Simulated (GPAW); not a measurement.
# As (P6/mmm) in GPAW: single point with PBE

Aim: the single point of As with PBE.

Everything below comes from runs of GPAW 26.7.0. Logs are shortened: lines on timing, memory, paths and dates and some standing lists are left out, and cuts for length are marked. The log counts tension as positive stress, the text compression.

### 1 The structure

The structure is hexagonal, space group P6/mmm (No. 191). Conventional cell: a = 4.566 Å, b = 4.566 Å, c = 2.834 Å, α = 90.00°, β = 90.00°, γ = 120.00°. Around As (site symmetry -6m2) lie 5 As at 2.64 to 2.83 Å.

The cell was built by a generator and needn't be a form met in nature.

### 2 Single point, PBE

File As.cif:

```cif
data_As
_cell_length_a 4.56640069
_cell_length_b 4.56640069
_cell_length_c 2.83374000
_cell_angle_alpha 90.00000000
_cell_angle_beta 90.00000000
_cell_angle_gamma 120.00000000
_space_group_name_H-M_alt 'P1'
_space_group_name_Hall 'P 1'
_space_group_IT_number 1
loop_
_space_group_symop_operation_xyz
'x,y,z'
loop_
_atom_site_label
_atom_site_type_symbol
_atom_site_symmetry_multiplicity
_atom_site_Wyckoff_symbol
_atom_site_fract_x
_atom_site_fract_y
_atom_site_fract_z
_atom_site_occupancy
As1 As 1 a 0.3333300000 0.6666700000 0.0000000000 1
As2 As 1 a 0.6666633333 0.3333366667 0.0000000000 1
```

Potentials or basis: GPAW PAW data sets (gpaw-data 1.2.1), pw.

Launch:

```
$ OMP_NUM_THREADS=1 gpaw run As.cif -p 'mode=PW(600),xc=PBE,kpts={size:(7,7,9),gamma:True},occupations={name:fermi-dirac,width:0.05},nbands=13,convergence={density:1e-05,energy:1e-05},maxiter=150,txt=gpaw.txt' --properties efs -w gs.gpw
```

The program printed:

```text
__  _  _
 | _ |_)|_||  |
 |__||  | ||/\| - 26.7.0

Input parameters:
  mode=PW(ecut=600.0),
  convergence={'density': 1e-05, 'energy': 1e-05},
  kpts=MonkhorstPack(size=[7, 7, 9], gamma=True),
  maxiter=150,
  nbands=13,
  occupations=Occupations(name='fermi-dirac', width=0.05),
  xc=XC(name='PBE')

Diagonalizing LCAO Hamiltonian
Converting LCAO to pw mode

        As  As

Atoms  # Å, Bohr magnetons
|   | symbol |         x |        y |        z |    initial magnetic moments |
|---|--------|-----------|----------|----------|-----------------------------|
| 0 |     As | -0.000023 | 2.636426 | 0.000000 | ( 0.0000,  0.0000,  0.0000) |
| 1 |     As |  2.283178 | 1.318220 | 0.000000 | ( 0.0000,  0.0000,  0.0000) |

Unit cell  # Å
| periodic |         x |        y |        z |  lengths |     angles |
|----------|-----------|----------|----------|----------|------------|
|      yes |  4.566401 | 0.000000 | 0.000000 | 4.566401 |  90.000000 |
|      yes | -2.283200 | 3.954619 | 0.000000 | 4.566401 |  90.000000 |
|      yes |  0.000000 | 0.000000 | 2.833740 | 2.833740 | 120.000000 |

Number of symmetries: 4
Symmetry operations  # r_c * U_cc + t_c -> r_c
|   | kind |            matrix            |
|---|------|------------------------------|
| 0 |  E   |  1, 0, 0,  0, 1, 0,  0, 0, 1 |
| 1 |  σ   |  1, 0, 0,  0, 1, 0,  0, 0,-1 |
| 2 |  σ   |  0,-1, 0, -1, 0, 0,  0, 0, 1 |
| 3 |  C2  |  0,-1, 0, -1, 0, 0,  0, 0,-1 |

BZ-sampling:
  Number of BZ points: 441
  Number of IBZ points: 80

  Monkhorst-Pack size: [7, 7, 9]
  Monkhorst-Pack shift: [0, 0, 0]

K-points  # in reciprocal-cell coordinates
|     |                                coordinates |     weight |
|-----|--------------------------------------------|------------|
|   0 | (  0.00000000,   0.00000000,   0.00000000) | 0.00226757 |
|   1 | (  0.00000000,   0.00000000,   0.11111111) | 0.00453515 |
|   2 | (  0.00000000,   0.00000000,   0.22222222) | 0.00453515 |
|   3 | (  0.00000000,   0.00000000,   0.33333333) | 0.00453515 |
|   4 | (  0.00000000,   0.00000000,   0.44444444) | 0.00453515 |
|   5 | (  0.14285714,  -0.14285714,   0.00000000) | 0.00453515 |
|   6 | (  0.14285714,  -0.14285714,   0.11111111) | 0.00907029 |
|   7 | (  0.14285714,  -0.14285714,   0.22222222) | 0.00907029 |
|   8 | (  0.14285714,  -0.14285714,   0.33333333) | 0.00907029 |
|   9 | (  0.14285714,  -0.14285714,   0.44444444) | 0.00907029 |
| ... |                                            |            |
|  79 | (  0.42857143,   0.42857143,   0.44444444) | 0.00907029 |

Plane wave coefficients: 1728
Cutoff: 600.0 eV

Spin-components: 1 (collinear spins)
Bands:           13
Projectors:      10
Spin-degeneracy: 2
Datatype:        complex128

Parallelization:
  kpt:    1
  domain: 1
  band:   1

Density:
  Valence electrons: 10.0
  Components: 1
  Grid points: [27 27 18]
  Charge: 0.0  # |e|

Potential:
  Grid points: [27 27 18]

species:
  As:
    name:    Arsenic
    Z:       33.0
    valence: 5
    core:    28
    charge:  0.0  # [|e|]
    compensation charges:
      type: gauss
      rc: 0.33  # [Å]
      lmax: 2
    cutoffs:
      filter: 1.87  # [Å]
      core: 2.96  # [Å]
    projectors
    | kind |    occ | energy [eV] | rcut [Å] |
    |------|--------|-------------|----------|
    |   4s |  2.000 |     -14.487 |    1.058 |
    |   4p |  3.000 |      -5.196 |    1.058 |
    |    s |        |      12.725 |    1.058 |
    |    p |        |      22.016 |    1.058 |
    |    d |        |       0.000 |    1.058 |

    Using partial waves for As as LCAO basis

Reference energy: -123005.947200  # eV

eigensolver:
  PPCG
  Converge bands: occupied
  niter=2

density mixing:
  MSR1-Mixer
  Pratt-step length: 0.05
  Maximum mixing coefficient: 0.75
  Old densities: 10
  SVD Regularization: 0.005
  Good broyden scale: 1.0
  Trust region scale: 1.0
  Backstep threshold: 4.0
  History deletion threshold: 6.0
  Fourier metric: weight=20.0, sigma=0.015

occupation numbers:
  Fermi-Dirac:
    width: 0.0500  # eV

poisson solver:
  ecut: 4800.0  # eV

xc functional:
  name: PBE with 2 nearest neighbor stencil

convergence criteria:
- Maximum integral of absolute [dens]ity change: 1e-05 electrons / valence electron
- Maximum [total energy] change in last 3 cyles: 1e-05 eV / valence electron
- Maximum integral of absolute [eigenst]ate change: 4e-08 eV^2 / valence electron
maximum number of iterations: 150

SCF iterations
|iter     | |      energy | eigst |  dens |
|---------|-|-------------|-------|-------|
|iter:   1| |   -8.942217 | -0.64 |       |
|iter:   2| |   -8.941682 | -2.87 | -1.22 |
|iter:   3| |   -8.921011 | -3.17 | -1.24 |
|iter:   4| |   -8.920757 | -4.12 | -1.79 |
|iter:   5| |   -8.920888 | -5.54 | -2.52 |
|iter:   6| |   -8.920895 | -6.61 | -3.20 |
|iter:   7| |   -8.920893c| -7.25 | -3.40 |
|iter:   8| |   -8.920893c| -8.30c| -4.00 |
|iter:   9| |   -8.920893c| -8.29c| -4.85 |
|iter:  10| |   -8.920893c| -8.56c| -5.27c|

Converged in 10 steps
Energy contributions relative to reference atoms: (reference = -123005.947200)

Energy contributions:
  Kinetic:          13.251364
  Coulomb:         -13.681115
  Zero:             -0.015027
  External:          0.000000
  Xc:               -8.473522
  Entropy:          -0.005184
  Spinorbit:         0.000000
  ----------------------------
  Free energy:      -8.923485
  Extrapolated:     -8.920893

dipole moment: (-0.000106, 0.000049, -18.870690)  # |e|*Ang

Fermi level: 5.094
Eigenvalues  # (at kpt = [0.000, 0.000, 0.000])
| band index |      eig [eV] | occ [0-2] |
|------------|---------------|-----------|
|          0 |        -9.024 |     2.000 |
|          1 |        -3.422 |     2.000 |
|          2 |         0.925 |     2.000 |
|          3 |         0.925 |     2.000 |
|          4 |         5.226 |     0.132 |
|          5 |         5.226 |     0.132 |
|          6 |         8.415 |     0.000 |
|          7 |         9.818 |     0.000 |
|          8 |        12.293 |     0.000 |
|          9 |        13.616 |     0.000 |
|         10 |        19.416 |     0.000 |
|         11 |        19.416 |     0.000 |
|         12 |        20.301 |     0.000 |

No gap
No difference between direct/indirect transitions

Forces  # eV/Ang
|        x |        y |       z |
|----------|----------|---------|
|  0.00001 | -0.00001 | 0.00000 |  # As   0
| -0.00001 |  0.00001 | 0.00000 |  # As   1

Stress tensor  # eV/Ang^3
|         x |         y |         z |
|-----------|-----------|-----------|
|  0.006206 | -0.000000 |  0.000000 |
| -0.000000 |  0.006206 |  0.000000 |
|  0.000000 |  0.000000 | -0.010940 |

# Writing to gs.gpw (mode='')
```

Wall time 26 s (1 thread of Arm Neoverse V2, shared host); peak memory 0.19 GiB.

What came out:

- Free energy: -8.9235 eV
- Pressure: -0.1 GPa
- Band gap on the k mesh: none (metal or under the smearing width)

Stress tensor (GPa, compression positive):
```
-0.99  0.00  0.00
 0.00 -0.99  0.00
 0.00  0.00  1.75
```

### 3 The reference run

An earlier run on the cell as given: functional PBE; potentials or basis GPAW PAW data sets (gpaw-data 1.2.1); cutoff 600 eV; basis pw; k mesh 7 × 7 × 9; occupations fermi-dirac, width 0.05 eV; no spin polarisation.

* Pressure: -0.1 GPa
* Band gap on the k mesh: none (metal or under the smearing width)
